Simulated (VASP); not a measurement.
A run of VASP 6.6.1 is set up as follows.

The input INCAR:

```
SYSTEM = HfB2
PREC = Accurate ; ENCUT = 600
EDIFF = 1E-7 ; ISMEAR = 1
SIGMA = 0.1 ; LREAL = .FALSE.
LASPH = .TRUE. ; NELM = 80
ALGO = Normal ; ISIF = 3
LWAVE = .FALSE. ; LCHARG = .FALSE.
GGA = PE ; IVDW = 12
IBRION = 2 ; NSW = 90
EDIFFG = -0.005
```

The input KPOINTS:

```
regular mesh
0
G
  15 15 11
  0 0 0
```

Contents of POSCAR:

```
HfB2                                    
1.0
    3.1198185406      0.0000000000      0.0000000000
   -1.5599092703      2.7018421114      0.0000000000
    0.0000000000      0.0000000000      3.4547561375
  Hf              B             
     1     2
Direct
     1.0000000000000000    0.0000000000000000    0.0000000000000000
     0.3333333332999970    0.6666666667000030    0.5000000000000000
     0.6666666667000030    0.3333333332999970    0.5000000000000000
```

Potentials or basis: VASP PAW PBE potentials, release 64 (Hf_pv, B).

Command:

```console
$ cat potpaw_PBE.64/Hf_pv/POTCAR potpaw_PBE.64/B/POTCAR > POTCAR
$ mpirun -np 1 vasp_std > vasp.out
```

Problem. Estimate the band gap on the k mesh.

Solution. None (metal or under the smearing width).

Problem. What does it give for the relaxed cell?

Solution. a = 3.120 Å, b = 3.120 Å, c = 3.455 Å, α = 90.00°, β = 90.00°, γ = 120.00°.

Final structure:
```xyz
3
Lattice="3.1201 0.0000 0.0000 -1.5601 2.7021 0.0000 0.0000 0.0000 3.4550" Properties=species:S:1:pos:R:3 pbc="T T T"
Hf    0.0000    0.0000    3.4550
B     0.0000    1.8014    1.7275
B     1.5601    0.9007    1.7275
```

 The run has no spin-orbit coupling, so splittings on Hf are missing.
